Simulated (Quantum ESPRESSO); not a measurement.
# CdS (Fm-3m) in Quantum ESPRESSO: notebook

The runs below take CdS through single point, equation of state, with r2SCAN.

Program: Quantum ESPRESSO 7.5. These are calculated values, not measurements. Logs are shortened: lines on timing, memory, paths and dates and some standing lists are left out, and cuts for length are marked.

## Step 1: Starting point

It takes space group Fm-3m (No. 225, cubic). The conventional cell has a = 5.506 Å, b = 5.506 Å, c = 5.506 Å, α = 90.00°, β = 90.00°, γ = 90.00°. Cd (site symmetry m-3m) has 6 S at 2.75 Å as nearest neighbours. S (site symmetry m-3m) is surrounded by 6 Cd at 2.75 Å.

Measurements of this composition are mostly on another form, of space group No. 186.

## Step 2: Single point, r2SCAN, 19.62 Å³/atom

pw.in

```
&CONTROL
  calculation = 'scf'
  prefix = 'pwscf'
  outdir = './tmp'
  pseudo_dir = './pseudo'
  tprnfor = .true.
  tstress = .true.
  disk_io = 'nowf'
/
&SYSTEM
  ibrav = 0
  nat = 2
  ntyp = 2
  ecutwfc = 70
  nbnd = 20
  input_dft = 'r2scan'
  occupations = 'smearing'
  smearing = 'fd'
  degauss = 0.00367493
  nosym = .true.
  nr1 = 40
  nr2 = 40
  nr3 = 40
/
&ELECTRONS
  conv_thr = 1d-08
  electron_maxstep = 120
  mixing_beta = 0.5
/
ATOMIC_SPECIES
Cd   112.4140 Cd_ONCV_PBE-1.2.upf
S     32.0600 S_ONCV_PBE-1.2.upf
CELL_PARAMETERS angstrom
   0.0000000000    2.6970395763    2.6970395763
   2.6970395763    0.0000000000    2.6970395763
   2.6970395763    2.6970395763    0.0000000000
ATOMIC_POSITIONS crystal
Cd     0.0000000000    0.0000000000    0.0000000000
S      0.5000000000    0.5000000000    0.5000000000
K_POINTS automatic
6 6 6 0 0 0
```

Potentials or basis: SG15 PBE 1.2.

Launch:

```console
$ OMP_NUM_THREADS=1 mpirun -n 2 pw.x -nk 2 -in pw.in > pw.out
```

pw.out:

```text
This program is part of the open-source Quantum ESPRESSO suite
     for quantum simulation of materials; please cite
         "P. Giannozzi et al., J. Phys.:Condens. Matter 21 395502 (2009);
         "P. Giannozzi et al., J. Phys.:Condens. Matter 29 465901 (2017);
         "P. Giannozzi et al., J. Chem. Phys. 152 154105 (2020);
     in publications or presentations arising from this work. More details at

     IMPORTANT: XC functional enforced from input :
     Exchange-correlation= R2SCAN
                           (   0   0   0   0   0 497 498)
     Any further DFT definition will be discarded
     Please, verify this is what you really want

     K-points division:     npool     =       2
     Subspace diagonalization in iterative solution of the eigenvalue problem:
     a serial algorithm will be used

     G-vector sticks info
     --------------------
     sticks:   dense  smooth     PW     G-vecs:    dense   smooth      PW
     Sum        1003    1003    313                20875    20875    3527

     Using Slab Decomposition

     bravais-lattice index     =            0
     lattice parameter (alat)  =       7.2078  a.u.
     unit-cell volume          =     264.7821 (a.u.)^3
     number of atoms/cell      =            2
     number of atomic types    =            2
     number of electrons       =        26.00
     number of Kohn-Sham states=           20
     kinetic-energy cutoff     =      70.0000  Ry
     charge density cutoff     =     280.0000  Ry
     scf convergence threshold =      1.0E-08
     mixing beta               =       0.5000
     number of iterations used =            8  plain     mixing
     Exchange-correlation= R2SCAN
                           (   0   0   0   0   0 497 498)

     celldm(1)=   7.207774  celldm(2)=   0.000000  celldm(3)=   0.000000
     celldm(4)=   0.000000  celldm(5)=   0.000000  celldm(6)=   0.000000

     crystal axes: (cart. coord. in units of alat)
               a(1) = (   0.000000   0.707107   0.707107 )
               a(2) = (   0.707107   0.000000   0.707107 )
               a(3) = (   0.707107   0.707107   0.000000 )

     reciprocal axes: (cart. coord. in units 2 pi/alat)
               b(1) = ( -0.707107  0.707107  0.707107 )
               b(2) = (  0.707107 -0.707107  0.707107 )
               b(3) = (  0.707107  0.707107 -0.707107 )

     PseudoPot. # 1 for Cd read from file:
     Cd_ONCV_PBE-1.2.upf
     Pseudo is Norm-conserving, Zval = 20.0
     Generated using ONCVPSP code by D. R. Hamann
     Using radial grid of  602 points,  6 beta functions with:
                l(1) =   0
                l(2) =   0
                l(3) =   1
                l(4) =   1
                l(5) =   2
                l(6) =   2

     PseudoPot. # 2 for S  read from file:
     S_ONCV_PBE-1.2.upf
     Pseudo is Norm-conserving, Zval =  6.0
     Generated using ONCVPSP code by D. R. Hamann
     Using radial grid of  602 points,  4 beta functions with:
                l(1) =   0
                l(2) =   0
                l(3) =   1
                l(4) =   1

     atomic species   valence    mass     pseudopotential
     Cd               20.00   112.41400     Cd( 1.00)
     S                 6.00    32.06000     S ( 1.00)

     No symmetry found

   Cartesian axes

     site n.     atom                  positions (alat units)
         1        Cd     tau(   1) = (   0.0000000   0.0000000   0.0000000  )
         2        S      tau(   2) = (   0.7071068   0.7071068   0.7071068  )

     number of k points=   112  Fermi-Dirac smearing, width (Ry)=  0.0037

     Number of k-points >= 100: set verbosity='high' to print them.

     Dense  grid:    20875 G-vectors     FFT dimensions: (  40,  40,  40)

     WARNING: libxc functional with ID  497 depends
      on external parameters: check the user_guide of
      QE if you need to modify them or to check their
      default values.

     WARNING: libxc functional with ID  498 depends
      on external parameters: check the user_guide of
      QE if you need to modify them or to check their
      default values.

     Initial potential from superposition of free atoms

     starting charge      25.9552, renormalised to      26.0000
     Starting wfcs are random

     Self-consistent Calculation

     iteration #  1     ecut=    70.00 Ry     beta= 0.50
     Davidson diagonalization with overlap
     ethr =  1.00E-02,  avg # of iterations =  8.5

     total energy              =    -331.31375654 Ry
     estimated scf accuracy    <      16.76577871 Ry

     iteration #  2     ecut=    70.00 Ry     beta= 0.50
     Davidson diagonalization with overlap
     ethr =  1.00E-02,  avg # of iterations =  1.0

     total energy              =    -331.40782857 Ry
     estimated scf accuracy    <       3.47140300 Ry

     iteration #  3     ecut=    70.00 Ry     beta= 0.50
     Davidson diagonalization with overlap
     ethr =  1.00E-02,  avg # of iterations =  1.0

     total energy              =    -331.41576403 Ry
     estimated scf accuracy    <       0.08288335 Ry

     iteration #  4     ecut=    70.00 Ry     beta= 0.50
     Davidson diagonalization with overlap
     ethr =  3.19E-04,  avg # of iterations =  1.1

     total energy              =    -331.41683084 Ry
     estimated scf accuracy    <       0.00034523 Ry

     iteration #  5     ecut=    70.00 Ry     beta= 0.50
     Davidson diagonalization with overlap
     ethr =  1.33E-06,  avg # of iterations =  7.0

     total energy              =    -331.41692260 Ry
     estimated scf accuracy    <       0.00006383 Ry

     iteration #  6     ecut=    70.00 Ry     beta= 0.50
     Davidson diagonalization with overlap
     ethr =  2.45E-07,  avg # of iterations =  1.2

     total energy              =    -331.41692592 Ry
     estimated scf accuracy    <       0.00000983 Ry

     iteration #  7     ecut=    70.00 Ry     beta= 0.50
     Davidson diagonalization with overlap
     ethr =  3.78E-08,  avg # of iterations =  1.0

     total energy              =    -331.41692597 Ry
     estimated scf accuracy    <       0.00000303 Ry

     iteration #  8     ecut=    70.00 Ry     beta= 0.50
     Davidson diagonalization with overlap
     ethr =  1.17E-08,  avg # of iterations =  1.0

     total energy              =    -331.41692604 Ry
     estimated scf accuracy    <       0.00000011 Ry

     iteration #  9     ecut=    70.00 Ry     beta= 0.50
     Davidson diagonalization with overlap
     ethr =  4.15E-10,  avg # of iterations =  2.4

     End of self-consistent calculation

     Number of k-points >= 100: set verbosity='high' to print the bands.

     the Fermi energy is    11.5265 ev

!    total energy              =    -331.41692605 Ry
     estimated scf accuracy    <          6.8E-09 Ry
     smearing contrib. (-TS)   =      -0.00000916 Ry
     internal energy E=F+TS    =    -331.41691689 Ry

     The total energy is F=E-TS. E is the sum of the following terms:
     one-electron contribution =    -167.65783309 Ry
     hartree contribution      =      90.41439603 Ry
     xc contribution           =     -32.40735941 Ry
     ewald contribution        =    -221.76612041 Ry

     convergence has been achieved in   9 iterations

     Forces acting on atoms (cartesian axes, Ry/au):

     atom    1 type  1   force =    -0.00000024   -0.00000031   -0.00000009
     atom    2 type  2   force =     0.00000024    0.00000031    0.00000009

     Total force =     0.000001     Total SCF correction =     0.000003
     SCF correction compared to forces is large: reduce conv_thr to get better values

     Computing stress (Cartesian axis) and pressure

          total   stress  (Ry/bohr**3)                   (kbar)     P=       26.91
   0.00018291  -0.00000000   0.00000000           26.91       -0.00        0.00
  -0.00000000   0.00018291   0.00000000           -0.00       26.91        0.00
   0.00000000   0.00000000   0.00018291            0.00        0.00       26.91

=------------------------------------------------------------------------------=
   JOB DONE.
=------------------------------------------------------------------------------=
```

Wall time 1.7 min (2 MPI ranks of Intel Xeon 6975P-C (Granite Rapids), shared host); peak memory 0.22 GiB.

What came out:

| Property | Result |
| --- | --- |
| Free energy | -4509.1570 eV |
| Pressure | 2.7 GPa |
| Band gap on the k mesh | 0.58 eV, indirect (least direct gap 2.40 eV) |

Caveat: the potentials were made for another functional, which shifts forces and pressure.

## Step 3: Single point, r2SCAN, 20.04 Å³/atom

pw.in: that of step 2 with these lines changed.

```diff
@@ -33,5 +33,5 @@
 CELL_PARAMETERS angstrom
-   0.0000000000    2.6970395763    2.6970395763
-   2.6970395763    0.0000000000    2.6970395763
-   2.6970395763    2.6970395763    0.0000000000
+   0.0000000000    2.7160334386    2.7160334386
+   2.7160334386    0.0000000000    2.7160334386
+   2.7160334386    2.7160334386    0.0000000000
 ATOMIC_POSITIONS crystal
```

Potentials or basis: SG15 PBE 1.2.

Launch:

```console
$ OMP_NUM_THREADS=1 mpirun -n 2 pw.x -nk 2 -in pw.in > pw.out
```

Wall time 1.9 min (2 MPI ranks of Intel Xeon 6975P-C (Granite Rapids), shared host); peak memory 0.22 GiB.

Results (log left out):

```yaml
Free_energy: -4509.1661 eV
Pressure: 0.8 GPa
Band_gap_on_the_k_mesh: 0.58 eV, indirect (least direct gap 2.24 eV)
```

Caveat: the potentials were made for another functional, which shifts forces and pressure.

## Step 4: Single point, r2SCAN, 20.45 Å³/atom

pw.in: that of step 3 with these lines changed.

```diff
@@ -33,5 +33,5 @@
 CELL_PARAMETERS angstrom
-   0.0000000000    2.7160334386    2.7160334386
-   2.7160334386    0.0000000000    2.7160334386
-   2.7160334386    2.7160334386    0.0000000000
+   0.0000000000    2.7347652956    2.7347652956
+   2.7347652956    0.0000000000    2.7347652956
+   2.7347652956    2.7347652956    0.0000000000
 ATOMIC_POSITIONS crystal
```

Launch:

```console
$ OMP_NUM_THREADS=1 mpirun -n 2 pw.x -nk 2 -in pw.in > pw.out
```

It took 1.8 min on 2 MPI ranks of Intel Xeon 6975P-C (Granite Rapids), shared host; peak memory 0.22 GiB.

Results (log left out):

```
Free energy            : -4509.1658 eV
Pressure               : -0.9 GPa
Band gap on the k mesh : 0.58 eV, indirect (least direct gap 2.09 eV)
```

Caveat: the potentials were made for another functional, which shifts forces and pressure.

## Step 5: Single point, r2SCAN, 20.87 Å³/atom

pw.in: that of step 4 with these lines changed.

```diff
@@ -33,5 +33,5 @@
 CELL_PARAMETERS angstrom
-   0.0000000000    2.7347652956    2.7347652956
-   2.7347652956    0.0000000000    2.7347652956
-   2.7347652956    2.7347652956    0.0000000000
+   0.0000000000    2.7532440000    2.7532440000
+   2.7532440000    0.0000000000    2.7532440000
+   2.7532440000    2.7532440000    0.0000000000
 ATOMIC_POSITIONS crystal
```

Launch:

```console
$ OMP_NUM_THREADS=1 mpirun -n 2 pw.x -nk 2 -in pw.in > pw.out
```

Run time: 2 min. Hardware: 2 MPI ranks of Intel Xeon 6975P-C (Granite Rapids), shared host; peak memory 0.24 GiB.

Results (log left out):

```yaml
Free_energy: -4509.1571 eV
Pressure: -2.4 GPa
Band_gap_on_the_k_mesh: 0.58 eV, indirect (least direct gap 1.96 eV)
```

Caveat: the potentials were made for another functional, which shifts forces and pressure.

## Step 6: Single point, r2SCAN, 21.29 Å³/atom

pw.in: that of step 5 with these lines changed.

```diff
@@ -33,5 +33,5 @@
 CELL_PARAMETERS angstrom
-   0.0000000000    2.7532440000    2.7532440000
-   2.7532440000    0.0000000000    2.7532440000
-   2.7532440000    2.7532440000    0.0000000000
+   0.0000000000    2.7714779354    2.7714779354
+   2.7714779354    0.0000000000    2.7714779354
+   2.7714779354    2.7714779354    0.0000000000
 ATOMIC_POSITIONS crystal
```

Potentials or basis: SG15 PBE 1.2.

Launch:

```console
$ OMP_NUM_THREADS=1 mpirun -n 2 pw.x -nk 2 -in pw.in > pw.out
```

Wall time 1.8 min (2 MPI ranks of Intel Xeon 6975P-C (Granite Rapids), shared host); peak memory 0.24 GiB.

Results (log left out):

```
Free energy            : -4509.1410 eV
Pressure               : -3.8 GPa
Band gap on the k mesh : 0.57 eV, indirect (least direct gap 1.82 eV)
```

Caveat: the potentials were made for another functional, which shifts forces and pressure.

## Step 7: Single point, r2SCAN, 21.71 Å³/atom

pw.in: that of step 6 with these lines changed.

```diff
@@ -33,5 +33,5 @@
 CELL_PARAMETERS angstrom
-   0.0000000000    2.7714779354    2.7714779354
-   2.7714779354    0.0000000000    2.7714779354
-   2.7714779354    2.7714779354    0.0000000000
+   0.0000000000    2.7894750496    2.7894750496
+   2.7894750496    0.0000000000    2.7894750496
+   2.7894750496    2.7894750496    0.0000000000
 ATOMIC_POSITIONS crystal
```

Launch:

```console
$ OMP_NUM_THREADS=1 mpirun -n 2 pw.x -nk 2 -in pw.in > pw.out
```

It took 1.8 min on 2 MPI ranks of Intel Xeon 6975P-C (Granite Rapids), shared host; peak memory 0.24 GiB.

The run converged. Its results:

| Item | Value |
| --- | --- |
| Free energy | -4509.1183 eV |
| Pressure | -5.0 GPa |
| Band gap on the k mesh | 0.57 eV, indirect (least direct gap 1.70 eV) |

Caveat: the potentials were made for another functional, which shifts forces and pressure.

## Step 8: Single point, r2SCAN, 22.12 Å³/atom

pw.in: that of step 7 with these lines changed.

```diff
@@ -33,5 +33,5 @@
 CELL_PARAMETERS angstrom
-   0.0000000000    2.7894750496    2.7894750496
-   2.7894750496    0.0000000000    2.7894750496
-   2.7894750496    2.7894750496    0.0000000000
+   0.0000000000    2.8072428857    2.8072428857
+   2.8072428857    0.0000000000    2.8072428857
+   2.8072428857    2.8072428857    0.0000000000
 ATOMIC_POSITIONS crystal
```

Launch:

```console
$ OMP_NUM_THREADS=1 mpirun -n 2 pw.x -nk 2 -in pw.in > pw.out
```

It took 1.9 min on 2 MPI ranks of Intel Xeon 6975P-C (Granite Rapids), shared host; peak memory 0.24 GiB.

The run converged. Its results:

* Free energy: -4509.0897 eV
* Pressure: -6.0 GPa
* Band gap on the k mesh: 0.56 eV, indirect (least direct gap 1.58 eV)

Caveat: the potentials were made for another functional, which shifts forces and pressure.

## Step 9: Equation of state, r2SCAN

Potentials or basis: SG15 PBE 1.2.

This step only gathers the single runs of the series.

What came out:

| Item | Value |
| --- | --- |
| Equilibrium volume | 20.23 Å³/atom |
| Bulk modulus | 83 GPa |
| Pressure derivative of the bulk modulus | 4.7 |

Energy against volume, from the lowest point:
| volume (Å³/atom) | energy (meV/atom) |
| --- | --- |
| 19.618 | 4.54 |
| 20.036 | 0.00 |
| 20.453 | 0.15 |
| 20.871 | 4.49 |
| 21.288 | 12.53 |
| 21.705 | 23.88 |
| 22.123 | 38.17 |

Caveat: the potentials were made for another functional, which shifts forces and pressure.
